## A gap nearly five times too wide

For lead telluride, listed as TePb, the calculation gives a band gap of 0.96 eV where 0.2 eV is measured. The measured values found for this crystal reach only 0.32 eV, so their scatter does not explain the difference. The direction of the error is as striking as its size, because in every other row the computed gap is too small.

ABINIT 10.8.3, Kohn-Sham DFT with the WC (Wu-Cohen) functional for periodic crystals, without spin polarization or spin-orbit coupling and with Fermi-Dirac smearing of 0.05 eV. The computed band gap runs from the highest filled to the lowest empty level on the k-mesh. The BAs cell was relaxed; the others were used as given.

| formula | space group | volume of the given cell (Å³/atom) | potentials or basis | wave cutoff (eV) | k-mesh | computed band gap (eV) | measured band gap (eV) | range of the values found (eV) | what was measured, and how | source | computed less measured (eV) |
| --- | --- | --- | --- | --- | --- | --- | --- | --- | --- | --- | --- |
| TePb | Fm-3m | 33.73 | JTH PAW PBE v2.0 sp | 408 | 7x7x7 | 0.961 | 0.2 | 0.19 to 0.32 | band gap at L from dI/dV; scanning tunneling spectroscopy; bulk crystal | arXiv:2304.02844 (2023) | 0.76 |
| GaSb | F-43m | 28.62 | JTH PAW PBE v2.0 | 463 | 8x8x8 | 0 | 0.812 | 0.68 to 0.813 | direct gap at T -> 0 K, Eg(0) from Varshni fit to temperature-dependent PL (eq. 3); temperature-dependent photoluminescence; bulk crystal | arXiv:cond-mat/0204296 (2002) | -0.81 |
| Si | Fd-3m | 20.16 | JTH PAW PBE v2.0 | 408 | 8x8x8 | 0.536 | 1.11 | 1.1 to 1.1692 | indirect band gap at room temperature, quoted from a textbook; not stated; bulk crystal | arXiv:1709.02567 (2017) | -0.57 |
| GaAs | F-43m | 22.59 | JTH PAW PBE v2.0 sp | 463 | 8x8x8 | 0.406 | 1.42 | 1.412 to 1.52 | band-edge photoluminescence emission energy of the GaAs substrate; time-integrated photoluminescence; bulk crystal | arXiv:1409.8467 (2014) | -1.01 |
| InP | F-43m | 25.17 | JTH PAW PBE v2.0 | 544 | 8x8x8 | 0.564 | 1.42 | one value | experimental band gap used for comparison with the calculated gap; not stated; bulk crystal | arXiv:cond-mat/0006134 (2000) | -0.86 |
| CdSe | F-43m | 28.94 | JTH PAW PBE v2.0 | 327 | 6x6x6 | 0.397 | 1.81 | one value | direct optical gap from Kubelka-Munk plot of [F(R)hv]^2 against photon energy; UV-vis diffuse reflectance; powder | pmc:3637069 (2013) | -1.41 |
| BAs | F-43m | 13.58 | PseudoDojo NC SR PBEsol v0.4.1 standard | 1344 | 8x8x8 | 1.123 | 1.835 | 1.82 to 4.12 | indirect optical gap from background-subtracted Tauc plot; UV-Vis transmission; bulk crystal | arXiv:2307.05371 (2023) | -0.71 |
| CdS | P6_3mc | 25.12 | JTH PAW PBE v2.0 | 544 | 7x7x4 | 1.018 | 2.5809 | 2.5809 to 2.5963 | A gap, Gamma7c-Gamma9v, natural isotopic composition; exciton reflectance; bulk crystal | arXiv:0807.2152 (2008) | -1.56 |
| GaN | F-43m | 11.44 | PseudoDojo NC SR PBEsol v0.4.1 standard | 1143 | 10x10x10 | 1.694 | 3.23 | one value | absorption onset (direct gap at Gamma) of unexcited film, from imaginary part of dielectric function; spectroscopic ellipsometry; film | arXiv:2206.02223 (2022) | -1.54 |

## What the other eight rows do

Call the computed gap $E_\text{calc}$, the measured gap $E_\text{meas}$ and their difference the shortfall, $S = E_\text{meas} - E_\text{calc}$. Apart from TePb, the shortfall runs from 0.57 eV in silicon to 1.56 eV in CdS. The measured values mix temperatures and techniques, so differences of about 0.1 eV between rows carry no message.

Theory gives a general reason for the shortfall. A measured gap is the cost of taking an electron out of the crystal and putting one in elsewhere. The calculation reports instead the distance between a filled and an empty orbital level of one fixed electron system. When an electron is added, the exact effective potential jumps upwards by a constant, and the orbital levels of the unchanged crystal do not contain this jump.

A second cause probably adds to it in compounds of gallium, indium and cadmium. Semilocal functionals place the filled d levels of these metals too high, where they push the top of the valence band up. In the InP run the d levels begin 14.0 eV below the valence top, whereas experiment puts them at roughly 17 eV (a rough recalled value).

BAs and CdSe fit this picture. Their measured gaps are almost equal, yet the shortfall is 0.7 eV larger in CdSe, whose metal has such a d shell while boron has none. The pair is only a hint, since the two crystals also differ in the type of gap, and the CdSe cell is slightly too large, which narrows its gap.

## A zero that obeys the rule

GaSb has a computed gap of exactly zero, which looks like a second exception. The levels at the centre of the Brillouin zone show what has happened. In an ordinary direct-gap semiconductor of this family, a single s-like level lies above a group of three p-like levels, and the distance between them is the gap. In this run the single level lies 0.07 eV below the three.

Counted with its sign, the gap is therefore −0.07 eV and the shortfall 0.88 eV, between those of InP and GaAs. GaSb follows the pattern, but its measured gap of 0.81 eV is smaller than its shortfall. The band edges have crossed. The three p-like levels, equal in energy, are then only partly filled, so no gap is left between filled and empty levels. The crossing is so slight that a somewhat smaller cell could undo it. A narrow gap at the zone centre is thus at risk of vanishing in this kind of calculation.

## How far TePb is out of line

The eight other rows serve as a simple model: the computed gap should equal the measured gap less an ordinary shortfall. TePb was kept out of the yardstick because it stood out, so the comparison sizes the break and is not an independent test. With the smallest shortfall, that of silicon, the estimate is

$$E_\text{calc} \approx 0.20 - 0.57 = -0.37\ \text{eV}.$$

The calculation gives 0.96 eV, which is 1.3 eV higher. With the mean shortfall of 1.07 eV, the distance grows to 1.8 eV. Even the smaller figure exceeds the whole spread of the other eight shortfalls, which is 1.0 eV. The analysis printed after this text lists these steps.

The yardstick has a limit here. It comes from crystals in which each atom has four neighbours, while TePb has the rock-salt structure with six, and its ordinary shortfall may be smaller. Among the eight rows the shortfall also tends to grow with the measured gap, which again suggests a smaller one for TePb. In silicon and BAs the lowest empty level lies between the mesh points, so their listed gaps are slightly too wide and their shortfalls slightly too small. All rows also use potentials made for related functionals, not for WC itself. The size of the break is therefore rough, but its sign needs no yardstick.

## What is left out: the spin of a fast electron

The run omits spin-orbit coupling, the interaction between an electron's spin and its motion around a nucleus. It is strong near heavy nuclei, and lead is the heaviest element in the table. A free lead atom shows the effect in its simplest form. Its outer p level splits into a lower and an upper part, separated by something of the order of 1 eV.

In lead telluride the lowest empty band is built largely from these lead p orbitals. The coupling mixes this band with the other lead p bands above it. That pushes its edge down towards the filled bands, and the gap narrows. Without the coupling, the edge stays too high. The atom supplies the direction and the order of magnitude only, because in the crystal the lead orbitals mix with those of tellurium and the lattice has already separated some of the p levels.

## Why GaSb shows no such break

Spin-orbit coupling is left out for GaSb as well, which makes this crystal a useful comparison, though its atoms are lighter than lead. Its s-like level has no orbital angular momentum for the spin to couple to, and it stays where it is. Only the p-like valence top splits. Of its six states, counting spin, four rise and two sink, and their average stays fixed, so the four rise by one third of the splitting.

With a rough recalled splitting of 0.8 eV, the rise is $0.8/3 \approx 0.3$ eV. Including the coupling would push these four states, the new valence top, further above the s-like level and make the shortfall larger. In both crystals, then, leaving the coupling out gives a wider gap, counted with its sign, than the same functional would give with it. In GaSb this hides part of the ordinary error, whereas in TePb, where the empty edge itself is p-like, it can outweigh that error.

## A mesh that steps over the gap

A second fault probably works in the same direction. The gap of lead telluride lies at the point L, on the surface of the Brillouin zone, and the listed gap is the smallest one found on the mesh of sampled points. If the 7×7×7 mesh is centred on the zone centre, as the other runs suggest, its last point on the way to L stops one seventh short. The bands are further apart there than at L, so the listed gap is too wide.

How the break divides between the coupling and the mesh is open. The same run also followed the bands along a path through L. Their distance there, which is not listed here, would show the share of the mesh. Following the same path with spin-orbit coupling would show the share of the coupling, and what then remains at L would be mainly the error of the functional.

## The same crystals with a hybrid functional

A hybrid functional mixes in exact exchange and usually widens gaps. For the eight ordinary rows this is a step towards experiment. For TePb, with the coupling still left out, it would most likely be a step away from it, because the gap is already too wide. The positive error in this row is thus no sign that the functional overestimates gaps: the likely reason is that the missing spin-orbit coupling, probably helped by the mesh, outweighs the usual shortfall.

Numerical output:

```
Gaps with GaSb counted by its sign:
   row  computed gap with sign (eV)  measured gap (eV)  shortfall (eV)
  TePb                        0.961                0.2          -0.761
  GaSb                       -0.066              0.812           0.878
    Si                        0.536               1.11           0.574
  GaAs                        0.406               1.42           1.014
   InP                        0.564               1.42           0.856
  CdSe                        0.397               1.81           1.413
   BAs                        1.123              1.835           0.712
   CdS                        1.018              2.581           1.563
   GaN                        1.694               3.23           1.536
Rows with a computed gap below the measured one (count): 8
Smallest shortfall of the eight rows other than TePb (eV): 0.574
Mean shortfall of the eight rows other than TePb (eV): 1.068
Largest shortfall of the eight rows other than TePb (eV): 1.563
Spread of these eight shortfalls, largest less smallest (eV): 0.9889
TePb, computed gap less measured gap (eV): 0.761
TePb, computed gap over measured gap (ratio): 4.805
TePb, distance from the smallest shortfall of the others (eV): 1.335
TePb, distance from the mean shortfall of the others (eV): 1.829
TePb, signed gap expected with the smallest shortfall of the others (eV): -0.374
GaSb, singlet less triplet at the zone centre (eV): -0.066
GaSb, shortfall when the gap is counted as zero (eV): 0.812
GaSb, shortfall when the gap is counted with its sign (eV): 0.878
GaSb, rise of the valence top by spin-orbit coupling, from a rough recalled splitting (eV): 0.2667
TePb, part of the way from zone centre to L by which such a mesh stops short (fraction): 0.1429
InP, depth of the highest In 4d level below the valence top (eV): 14.02
BAs less CdSe, measured gap (eV): 0.025
CdSe less BAs, shortfall (eV): 0.701
```
